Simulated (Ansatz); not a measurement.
Ga:

```xyz
4
Lattice="3.8170 -2.3266 0.0000 3.8170 2.3266 0.0000 0.0000 0.0000 4.4883" Properties=species:S:1:pos:R:3 pbc="T T T"
Ga    2.5773   -1.5260    1.1221
Ga    2.5773    1.5260    3.3662
Ga    5.0566    1.5260    3.3662
Ga    5.0566   -1.5260    1.1221
```

This isn't the form of Ga at room conditions, which is orthorhombic.

- Program: Ansatz 0.2.0
- Task: single point
- Functional: PBE
- Potentials or basis: Ansatz PAW
- Cutoff: 420 eV (not typed: the program's choice for these potentials)
- k mesh: 7 × 7 × 6
- Occupations: fermi-dirac, width 0.05 eV
- Spin: no spin polarisation

On this cell: pressure 3.3 GPa; largest force 0.047 eV/Å; band gap on the k mesh none (metal or under the smearing width).

The same run follows on a disturbed copy (atoms moved at random, drawn with an rms of 0.05 Å):

```
CELL_PARAMETERS angstrom
3.81696 -2.32663 0.00000
3.81696 2.32663 0.00000
0.00000 0.00000 4.48825
ATOMIC_POSITIONS crystal
Ga 0.66244 0.01553 0.24065
Ga 0.00084 0.67046 0.74945
Ga 0.32588 0.98706 0.74578
Ga 0.98970 0.33291 0.24535
```

**Question.** What changes?

**Answer.** The energy (extrapolated to zero smearing) moves by +2.8 meV/atom; pressure 3.3 GPa; largest force 0.303 eV/Å; band gap on the k mesh none (metal or under the smearing width).

Forces on the atoms (eV/Å):
```
Ga  -0.198  0.033  0.119
Ga  -0.255 -0.114 -0.117
Ga   0.276 -0.044 -0.082
Ga   0.177  0.125  0.080
```

Stress tensor (GPa, compression positive):
```
 4.74 -0.19  0.01
-0.19  2.44  0.11
 0.01  0.11  2.87
```
